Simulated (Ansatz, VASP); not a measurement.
**GaP: VASP beside Ansatz**

```
CELL_PARAMETERS angstrom
3.85409 0.00000 0.00000
1.92704 3.33774 0.00000
1.92704 1.11258 3.14685
ATOMIC_POSITIONS crystal
Ga 0.00000 0.00000 0.00000
P 0.25000 0.25000 0.25000
```

Alike in both runs: task single point; functional r2SCAN; k mesh 6 × 6 × 6; no spin polarisation.

```csv
,VASP,Ansatz
version,VASP 6.6.1,Ansatz 0.2.0
potentials or method,"VASP PAW PBE potentials, release 64 (Ga_d, P)","plane waves, PAW"
plane-wave cutoff (eV),520,571
occupations,"gaussian, width 0.01 eV",fixed
valence electrons in the cell,18,18
```

Ansatz gave:

```
gap on the k mesh at the Fermi level (eV) : 1.90
pressure (GPa)                            : 0.1
```

Problem. Estimate VASP's values.

Solution. gap on the k mesh at the Fermi level (eV): 1.91; pressure (GPa): 0.0.

Caveats: the PAW data sets were made with another functional, which shifts forces and pressure a little (VASP). r2SCAN opens gaps a little over a GGA but as a rule still falls short of measured ones. A k mesh can miss the band edges.
